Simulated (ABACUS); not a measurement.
## Pt in ABACUS: convergence with smearing sigma

The system is Pt.

```
Pt
1.0
    -0.01236    1.96381    1.94195
     2.00604   -0.02302    1.95260
     1.96071    1.92912    0.02232
Pt
1
Cartesian
  -0.0149 0.0172 -0.0146
```

The cell isn't the ideal one: cell strained at random.

- Program: ABACUS 3.10.1
- Task: convergence study
- Functional: RPBE
- Potentials or basis: Ansatz NC PBE
- Cutoff: 1143 eV
- Density cutoff: 4572 eV
- Basis: plane waves
- k mesh: 8 × 8 × 8
- Occupations: gaussian, width 0.272114 eV
- Spin: no spin polarisation

These are the settings of the first run; the series varies smearing sigma, with any setting tied to it.

Hardware: 4 MPI ranks on Intel(R) Xeon(R) Platinum 8259CL CPU @ 2.50GHz (Skylake/Cascade Lake) (shared host).

Problem. The values tried are 0.02 Ry, 0.015 Ry, 0.01 Ry, 0.007 Ry, 0.005 Ry, 0.003 Ry, 0.002 Ry, 0.001 Ry, loosest first. From which on does the pressure stay within 0.1 GPa of the tightest run that finished?

Solution. From 0.007 Ry on.

```csv
smearing sigma,"energy less the tightest run, at zero smearing (meV/atom)",pressure (GPa),SCF cycles,CPU time (s)
0.02 Ry,-0.64,14.64,7,76
0.015 Ry,0.36,14.35,7,56
0.01 Ry,0.40,14.11,7,59
0.007 Ry,0.02,14.00,7,82
0.005 Ry,-0.17,13.95,7,84
0.003 Ry,-0.11,13.91,6,76
0.002 Ry,-0.04,13.93,7,76
0.001 Ry,0.00,13.93,7,56
```

Against the tightest run, the energy stays within 1 meV/atom from 0.02 Ry on. Narrower smearing needs a denser k mesh, so at a fixed mesh the narrowest width isn't the most accurate. The tightest run that finished is the yardstick and may itself not be fully converged.

Caveat, for the tightest run too: the potentials were made for another functional, which shifts forces and pressure. The run has no spin-orbit coupling, so splittings on Pt are missing.
